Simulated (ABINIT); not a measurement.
# GaN (F-43m) in ABINIT: notebook

Aim: see how the results for GaN move with the level of theory and the settings. Levels: r2SCAN, PBEsol, PBE. Tasks: single point.

Program: ABINIT 10.8.3 (patched build). These are calculated values, not measurements. Logs are shortened: lines on timing, memory, paths and dates and some standing lists are left out, and cuts for length are marked. The log counts tension as positive stress, the text compression.

**Measured values to compare with.**

A printed reference work, textbook reports, for a bulk crystal of GaN at 0 K: band gap 3.299 eV (direct).

The runs below are set against these values where they give the same quantity.

### Step 1. The structure

The structure is cubic, space group F-43m (No. 216). The conventional cell has a = 4.507 Å, b = 4.507 Å, c = 4.507 Å, α = 90.00°, β = 90.00°, γ = 90.00°. Ga (site symmetry -43m) has 4 N at 1.95 Å as nearest neighbours. N (site symmetry -43m) is surrounded by 4 Ga at 1.95 Å.

The cell is a database's computed one.

### Step 2. Single point, r2SCAN

Input file run.abi:

```
# Pseudopotentials
pp_dirpath "./"
pseudos "Ga.GGA_PBE-JTH.xml, N.GGA_PBE-JTH.xml"

# Structure
acell 3.1869311219 3.1869311219 3.1869311219 Angstrom
rprim
     0.0000000000     0.7071067812     0.7071067812
     0.7071067812     0.0000000000     0.7071067812
     0.7071067812     0.7071067812     0.0000000000
ntypat 2
znucl 31 7
natom 2
typat 1 2
xcart
     0.0000000000     0.0000000000     0.0000000000
     1.1267503038     1.1267503038     1.1267503038 Angstrom

# Plane-wave basis
ecut 30.0
pawecutdg 52.0

# k points
kptopt 1
ngkpt 8 8 8
nshiftk 1
shiftk 0.0 0.0 0.0

# Exchange and correlation
ixc -497498
usekden 1
pawxcdev 0

# Bands and occupations
nband 13
occopt 3
tsmear 0.05 eV

# SCF cycle
nstep 100
tolvrs 1.0e-7

# Output
iomode 3
prtwf 0
prtden 0
prteig 0
prtebands 0
enunit 2
```

Potentials or basis: JTH PAW PBE v2.0.

Started as:

```bash
abinit run.abi > log 2>&1
```

run.abo:

```text
.Version 10.8.3 of ABINIT
 Symmetries : space group F-4 3 m (#216); Bravais cF (face-center cubic)
================================================================================
 Values of the parameters that define the memory need of the present run
     intxc =       0    ionmov =       0      iscf =      17    lmnmax =      18
     lnmax =       6     mgfft =      30  mpssoang =       3    mqgrid =    3001
     natom =       2  nloc_mem =       2    nspden =       1   nspinor =       1
    nsppol =       1      nsym =      24    n1xccc =       1    ntypat =       2
    occopt =       3   xclevel =       2
       mpw =        1229          nfft =       27000          nkpt =          29
 PAW method is used; the additional fine FFT grid is defined by:
   mgfftf=        40    nfftf =     64000
================================================================================
================================================================================

--------------------------------------------------------------------------------
------------- Echo of variables that govern the present computation ------------
--------------------------------------------------------------------------------
 -outvars: echo values of preprocessed input variables --------
            acell      6.0224270025E+00  6.0224270025E+00  6.0224270025E+00 Bohr
              amu      6.97230000E+01  1.40067400E+01
             ecut      3.00000000E+01 Hartree
           enunit           2
              ixc     -497498
         kptrlatt        8    0    0      0    8    0      0    0    8
          kptrlen      4.81794160E+01
            natom           2
            nband          13
            ngfft          30      30      30
          ngfftdg          40      40      40
             nkpt          29
            nstep         100
             nsym          24
           ntypat           2
           occopt           3
        pawecutdg      5.20000000E+01 Hartree
         pawxcdev           0
           prtden           0
        prtebands           0
           prteig           0
          prtkden           1
            prtwf           0
            rprim      0.0000000000E+00  7.0710678120E-01  7.0710678120E-01
                       7.0710678120E-01  0.0000000000E+00  7.0710678120E-01
                       7.0710678120E-01  7.0710678120E-01  0.0000000000E+00
          spgroup         216
           tolvrs      1.00000000E-07
           tsmear      1.83746611E-03 Hartree
            typat      1  2
          usekden           1
           useylm           1
           xangst      0.0000000000E+00  0.0000000000E+00  0.0000000000E+00
                       1.1267503038E+00  1.1267503038E+00  1.1267503038E+00
            xcart      0.0000000000E+00  0.0000000000E+00  0.0000000000E+00
                       2.1292494864E+00  2.1292494864E+00  2.1292494864E+00
             xred      0.0000000000E+00  0.0000000000E+00  0.0000000000E+00
                       2.5000000000E-01  2.5000000000E-01  2.5000000000E-01
            znucl       31.00000    7.00000
[... 141 lines left out ...]
    2     -0.00000000000000     0.00000000000000     0.00000000000000
 frms,max,avg= 4.1301607E-28 5.0583931E-28   0.000E+00  0.000E+00  0.000E+00 h/b

 cartesian forces (eV/Angstrom) at end:
    1      0.00000000000000    -0.00000000000000    -0.00000000000000
    2     -0.00000000000000     0.00000000000000     0.00000000000000
 frms,max,avg= 2.1238140E-26 2.6011303E-26   0.000E+00  0.000E+00  0.000E+00 e/A
 length scales=  6.022427002523  6.022427002523  6.022427002523 bohr
              =  3.186931121900  3.186931121900  3.186931121900 angstroms
 Fermi (or HOMO) energy (hartree) =   0.24186   Average Vxc (hartree)=  -0.41187
 Eigenvalues (hartree) for nkpt=  29  k points:
 kpt#   1, nband= 13, wtk=  0.00195, kpt=  0.0000  0.0000  0.0000 (reduced coord)
  -0.41417   -0.30603   -0.30603   -0.30603   -0.29306   -0.29306    0.20178    0.20178
   0.20178    0.27958    0.60627    0.60627    0.60627
      occupation numbers for kpt#   1
   2.00000    2.00000    2.00000    2.00000    2.00000    2.00000    2.00000    2.00000
   2.00000    0.00000    0.00000    0.00000    0.00000
 prteigrs : prtvol=0 or 1, do not print more k-points.

 Fermi (or HOMO) energy (eV) =   6.58130   Average Vxc (eV)= -11.20750
 Eigenvalues (   eV  ) for nkpt=  29  k points:
 kpt#   1, nband= 13, wtk=  0.00195, kpt=  0.0000  0.0000  0.0000 (reduced coord)
 -11.27015   -8.32757   -8.32757   -8.32757   -7.97445   -7.97445    5.49066    5.49066
   5.49066    7.60775   16.49756   16.49756   16.49756
 prteigrs : prtvol=0 or 1, do not print more k-points.

--- !EnergyTerms
iteration_state     : {dtset: 1, }
comment             : Components of total free energy in Hartree
kinetic             :  1.08450095084752E+01
hartree             :  2.34852383554082E+01
xc                  : -4.15676084983102E+00
Ewald energy        : -5.83371585173986E+01
psp_core            :  3.11292355837486E+00
local_psp           : -6.50548757097204E+01
PAW spherical_terms :  8.07860444486078E+00
internal            : -8.20270192098310E+01
'-kT*entropy'       : -3.97457606797945E-13
total_energy        : -8.20270192098314E+01
total_energy_eV     : -2.23206890232523E+03
...

--- !EnergyTermsDC
iteration_state     : {dtset: 1, }
comment             : '"Double-counting" decomposition of free energy'
band_energy         : -3.15026584400337E+00
Ewald energy        : -5.83371585173986E+01
psp_core            :  3.11292355837486E+00
xc_dc               : -2.23344675363140E+01
PAW spherical_terms : -1.31807053676705E+00
internal            : -8.20270388761082E+01
'-kT*entropy'       : -3.97457606797945E-13
total_energy_dc     : -8.20270388761086E+01
total_energy_dc_eV  : -2.23206943747189E+03
...

--- !EnergyTermsWithPAWCore
iteration_state     : {dtset: 1, }
comment             : 'Components of total free energy, including PAW core contributions'
Total energy        : -1.99914954985627E+03
Total energy DC     : -1.99914956952255E+03
Total energy (eV)   : -5.43996305646180E+04
Total energy DC (eV): -5.43996310997647E+04
...

 Cartesian components of stress tensor (hartree/bohr^3)
  sigma(1 1)= -8.84637934E-05  sigma(3 2)=  0.00000000E+00
  sigma(2 2)= -8.84637934E-05  sigma(3 1)=  0.00000000E+00
  sigma(3 3)= -8.84637934E-05  sigma(2 1)=  0.00000000E+00

-Cartesian components of stress tensor (GPa)         [Pressure=  2.6027E+00 GPa]
- sigma(1 1)= -2.60269466E+00  sigma(3 2)=  0.00000000E+00
- sigma(2 2)= -2.60269466E+00  sigma(3 1)=  0.00000000E+00
- sigma(3 3)= -2.60269466E+00  sigma(2 1)=  0.00000000E+00

== END DATASET(S) ==============================================================
================================================================================

 -outvars: echo values of variables after computation  --------
            acell      6.0224270025E+00  6.0224270025E+00  6.0224270025E+00 Bohr
           etotal     -8.2027038876E+01
            fcart      5.0583930918E-28 -1.4039861195E-44 -5.0583930918E-28
                      -5.0583930918E-28  1.4039861195E-44  5.0583930918E-28
            rprim      0.0000000000E+00  7.0710678120E-01  7.0710678120E-01
                       7.0710678120E-01  0.0000000000E+00  7.0710678120E-01
                       7.0710678120E-01  7.0710678120E-01  0.0000000000E+00
           strten     -8.8463793429E-05 -8.8463793429E-05 -8.8463793429E-05
                       0.0000000000E+00  0.0000000000E+00  0.0000000000E+00
           xangst      0.0000000000E+00  0.0000000000E+00  0.0000000000E+00
                       1.1267503038E+00  1.1267503038E+00  1.1267503038E+00
             xred      0.0000000000E+00  0.0000000000E+00  0.0000000000E+00
                       2.5000000000E-01  2.5000000000E-01  2.5000000000E-01
 Calculation completed.
```

Run time: 46 s. Hardware: 1 thread of Arm Neoverse V2, shared host; peak memory 0.12 GiB.

Results:

* Free energy: -2232.0694 eV
* Pressure: 2.6 GPa
* Band gap on the k mesh: 2.12 eV, direct
* Valence electrons inside the program's atomic spheres: Ga 11.17; N 2.57

Caveat: totals of a meta-GGA on PAW files have another zero than those of a GGA; the PAW data sets were made with another functional, which shifts forces and pressure a little.

### Step 3. Single point, PBEsol

Input file run.abi:

```
pp_dirpath "./"
pseudos "Ga.GGA_PBE-JTH.xml, N.GGA_PBE-JTH.xml"

acell 6.0224269985 6.0224269985 6.0224269985
rprim
     0.0000000000     0.7071067812     0.7071067812
     0.7071067812     0.0000000000     0.7071067812
     0.7071067812     0.7071067812     0.0000000000
ntypat 2
znucl 31 7
natom 2
typat 1 2
xred
     0.0000000000     0.0000000000     0.0000000000
     0.2500000000     0.2500000000     0.2500000000

ecut 25.0
pawecutdg 47.0

kptopt 1
ngkpt 13 13 13
nshiftk 1
shiftk 0.0 0.0 0.0

ixc -116133

nband 13
occopt 3
tsmear 0.00183747

nstep 100
tolvrs 1.0e-9

iomode 3
prtwf 0
prtden 0
prteig 0
prtebands 0
enunit 1
```

Potentials or basis: JTH PAW PBE v2.0.

Started as:

```bash
abinit run.abi > log 2>&1
```

run.abo:

```text
.Version 10.8.3 of ABINIT
 Symmetries : space group F-4 3 m (#216); Bravais cF (face-center cubic)
================================================================================
 Values of the parameters that define the memory need of the present run
     intxc =       0    ionmov =       0      iscf =      17    lmnmax =      18
     lnmax =       6     mgfft =      30  mpssoang =       3    mqgrid =    3001
     natom =       2  nloc_mem =       2    nspden =       1   nspinor =       1
    nsppol =       1      nsym =      24    n1xccc =       1    ntypat =       2
    occopt =       3   xclevel =       2
       mpw =         938          nfft =       27000          nkpt =          84
 PAW method is used; the additional fine FFT grid is defined by:
   mgfftf=        40    nfftf =     64000
================================================================================
================================================================================

--------------------------------------------------------------------------------
[... 246 lines left out ...]
- sigma(2 2)=  6.82946362E-01  sigma(3 1)=  0.00000000E+00
- sigma(3 3)=  6.82946362E-01  sigma(2 1)=  0.00000000E+00

== END DATASET(S) ==============================================================
================================================================================

 -outvars: echo values of variables after computation  --------
            acell      6.0224269985E+00  6.0224269985E+00  6.0224269985E+00 Bohr
           etotal     -8.9092347138E+01
            fcart     -3.1614956845E-29 -1.6054470273E-29  6.3229913690E-29
                       3.1614956845E-29  1.6054470273E-29 -6.3229913690E-29
            rprim      0.0000000000E+00  7.0710678120E-01  7.0710678120E-01
                       7.0710678120E-01  0.0000000000E+00  7.0710678120E-01
                       7.0710678120E-01  7.0710678120E-01  0.0000000000E+00
           strten      2.3212875039E-05  2.3212875039E-05  2.3212875039E-05
                       0.0000000000E+00  0.0000000000E+00  0.0000000000E+00
           xangst      0.0000000000E+00  0.0000000000E+00  0.0000000000E+00
                       1.1267503030E+00  1.1267503030E+00  1.1267503030E+00
             xred      0.0000000000E+00  0.0000000000E+00  0.0000000000E+00
                       2.5000000000E-01  2.5000000000E-01  2.5000000000E-01
 Calculation completed.
```

Wall time 36 s (1 thread of Arm Neoverse V2, shared host); peak memory 0.13 GiB.

Results:

```
Free energy                                           : -2424.3263 eV
Band gap on the k mesh                                : 1.66 eV, direct
Valence electrons inside the program's atomic spheres : Ga 11.19; N 2.56
```

Levels at points of the mesh, in eV from the valence-band top:
```
           k point  band 6  band 7  band 8  band 9  band 10  band 11  band 12  band 13
(0.00, 0.00, 0.00)  -13.09    0.00    0.00    0.00     1.66    10.19    10.19    10.19
```

Caveat: the cutoff is too short for stress, so the log's stress isn't used; the PAW data sets were made with another functional, which shifts forces and pressure a little.

### Step 4. Single point, PBE

Input file run.abi:

```
pp_dirpath "./"
pseudos "Ga.GGA_PBE-JTH.xml, N.GGA_PBE-JTH.xml"

acell 3*1.0
rprim
     0.0000000000     4.2584989699     4.2584989699
     4.2584989699     0.0000000000     4.2584989699
     4.2584989699     4.2584989699     0.0000000000
ntypat 2
znucl 31 7
natom 2
typat 1 2
xred
     0.0000000000     0.0000000000     0.0000000000
     0.2500000000     0.2500000000     0.2500000000

ecut 25.0
pawecutdg 47.0

kptopt 1
ngkpt 13 13 13
nshiftk 1
shiftk 0.0 0.0 0.0

ixc 11

nband 13
occopt 3
tsmear 0.05 eV

nstep 100
tolvrs 1.0e-9

iomode 3
prtwf 0
prtden 0
prteig 0
prtebands 0
```

Started as:

```bash
abinit run.abi > log 2>&1
```

Wall time 72 s (1 thread of Intel Xeon Platinum 8259CL at 2.50GHz (Skylake/Cascade Lake), shared host); peak memory 0.13 GiB.

Results (log left out):

```
Free energy                                           : -2425.5873 eV
Band gap on the k mesh                                : 1.71 eV, direct
Valence electrons inside the program's atomic spheres : Ga 11.18; N 2.57
```

Levels at points of the mesh, in eV from the valence-band top:
```csv
k point,band 7,band 8,band 9,band 10,band 11,band 12
"(0.00, 0.00, 0.00)",0.00,0.00,0.00,1.71,10.30,10.30
```

Caveat: the cutoff is too short for stress, so the log's stress isn't used.

### Step 5. Single point, r2SCAN

Input file run.abi:

```
# Pseudopotentials
pp_dirpath "./"
pseudos "Ga.GGA_PBE-JTH.xml, N.GGA_PBE-JTH.xml"

# Structure
acell 6.0224269985 6.0224269985 6.0224269985
rprim
     0.0000000000     0.7071067812     0.7071067812
     0.7071067812     0.0000000000     0.7071067812
     0.7071067812     0.7071067812     0.0000000000
ntypat 2
znucl 31 7
natom 2
typat 1 2
xred
     0.0000000000     0.0000000000     0.0000000000
     0.2500000000     0.2500000000     0.2500000000

# Plane-wave basis
ecut 30.0
pawecutdg 52.0

# k points
kptopt 1
ngkpt 4 4 4
nshiftk 1
shiftk 0.0 0.0 0.0

# Exchange and correlation
ixc -497498
usekden 1
pawxcdev 0

# Bands and occupations
nband 13
occopt 3
tsmear 0.05 eV

# SCF cycle
nstep 100
tolvrs 1.0e-8

# Output
iomode 3
prtwf 0
prteig 0
prtebands 0
enunit 2
prtvol 2
prtden 1
prtvha 1
prtvclmb 1
prtpot 1
```

Started as:

```bash
abinit run.abi > log 2>&1
```

Wall time 46 s (1 thread of Intel Xeon Platinum 8259CL at 2.50GHz (Skylake/Cascade Lake), shared host); peak memory 0.12 GiB.

The run converged. Its results:

* Free energy: -2232.0103 eV
* Pressure: 2.5 GPa
* Band gap on the k mesh: 2.10 eV, direct
* Valence electrons inside the program's atomic spheres: Ga 11.17; N 2.57

Levels at points of the mesh, in eV from the valence-band top:
```tsv
k point	band 7	band 8	band 9	band 10	band 11	band 12
(0.00, 0.00, 0.00)	0.00	0.00	0.00	2.10	10.97	10.97
(0.50, 0.00, 0.00)	-7.20	-1.00	-1.00	5.15	9.42	10.96
(0.50, 0.50, 0.00)	-6.25	-2.80	-2.80	3.70	7.22	12.58
```

Caveat: the k mesh is coarse (spacing up to 0.60 Å⁻¹), so the values aren't converged; totals of a meta-GGA on PAW files have another zero than those of a GGA; the PAW data sets were made with another functional, which shifts forces and pressure a little. r2SCAN opens gaps a little over a GGA but as a rule still falls short of measured ones.

### Step 6. Single point, PBE

Input file run.abi:

```
# Pseudopotentials
pp_dirpath "./"
pseudos "Ga.GGA_PBE-JTH.xml, N.GGA_PBE-JTH.xml"

# Structure
acell 3.1869311219 3.1869311219 3.1869311219 Angstrom
rprim
     0.0000000000     0.7071067812     0.7071067812
     0.7071067812     0.0000000000     0.7071067812
     0.7071067812     0.7071067812     0.0000000000
ntypat 2
znucl 31 7
natom 2
typat 1 2
xcart
     0.0000000000     0.0000000000     0.0000000000
     1.1267503038     1.1267503038     1.1267503038 Angstrom

# Plane-wave basis
ecut 25.0
pawecutdg 47.0

# k points
kptopt 1
ngkpt 4 4 4
nshiftk 1
shiftk 0.0 0.0 0.0

# Exchange and correlation
ixc 11

# Bands and occupations
nband 13
occopt 3
tsmear 0.05 eV

# SCF cycle
nstep 100
tolvrs 1.0e-9

# Output
iomode 3
prtwf 0
prtden 0
prteig 0
prtebands 0
enunit 2
```

Potentials or basis: JTH PAW PBE v2.0.

Started as:

```bash
abinit run.abi > log 2>&1
```

Run time: 6.2 s. Hardware: 1 thread of Intel Xeon Platinum 8488C (Sapphire Rapids), shared host; peak memory 0.1 GiB.

The run converged. Its results:

```yaml
Free_energy: -2425.5234 eV
Band_gap_on_the_k_mesh: 1.69 eV, direct
Valence_electrons_inside_the_program's_atomic_spheres: Ga 11.18; N 2.58
```

Levels at points of the mesh, in eV from the valence-band top:
```
           k point  band 7  band 8  band 9  band 10  band 11  band 12
(0.00, 0.00, 0.00)    0.00    0.00    0.00     1.69    10.25    10.25
(0.50, 0.00, 0.00)   -7.07   -0.97   -0.97     4.60     8.71    10.31
(0.50, 0.50, 0.00)   -6.15   -2.72   -2.72     3.31     6.62    11.69
```

Caveat: the k mesh is coarse (spacing up to 0.60 Å⁻¹), so the values aren't converged; the cutoff is too short for stress, so the log's stress isn't used.

### Step 7. Summary

```csv
level,k mesh,cutoff (eV),fine-grid cutoff,mesh quality,gap on the mesh (eV),pressure (GPa)
r2SCAN,8 × 8 × 8,816,1414.99 eV,not flagged,2.12,2.6
PBEsol,13 × 13 × 13,680,1278.94 eV,not flagged,1.66,-
PBE,13 × 13 × 13,680,1278.94 eV,not flagged,1.71,-
r2SCAN,4 × 4 × 4,816,1414.99 eV,coarse,2.10,2.5
PBE,4 × 4 × 4,680,1278.94 eV,coarse,1.69,-
```

Alike in all rows: task single point; potentials or basis JTH PAW PBE v2.0; no spin polarisation; cell as given; smearing fermi-dirac 0.05 eV.

Caveats: some runs use coarse meshes; the PAW data sets were made with another functional, which shifts forces and pressure a little (some runs); totals of a meta-GGA on PAW files have another zero than those of a GGA (some runs).

Total energies depend on the potentials used, so only differences within one code and one set of settings carry meaning.

### Step 8. How close it comes

Step 2. A measured gap of GaN is 3.299 eV (direct; 0 K; a printed reference work, textbook); the calculated 2.12 eV misses it by -1.18 eV. Spin-orbit coupling on Ga is left out. The value is that of r2SCAN, without temperature or zero-point motion. The cell is a database's relaxed one, not the measured one, which moves gaps too.

Step 3. A measured gap of GaN is 3.299 eV (direct; 0 K; a printed reference work, textbook); the calculated 1.66 eV misses it by -1.64 eV. Spin-orbit coupling on Ga is left out. The value is that of PBEsol, without temperature or zero-point motion. Semilocal functionals fall short of measured gaps as a rule. The cell is a database's relaxed one, not the measured one, which moves gaps too.

Step 4. Against the measured gap of GaN, 3.299 eV (direct; 0 K; a printed reference work, textbook), the calculated 1.71 eV is off by -1.59 eV. Spin-orbit coupling on Ga is left out. The value is that of PBE, without temperature or zero-point motion. Semilocal functionals fall short of measured gaps as a rule. The cell is a database's relaxed one, not the measured one, which moves gaps too.
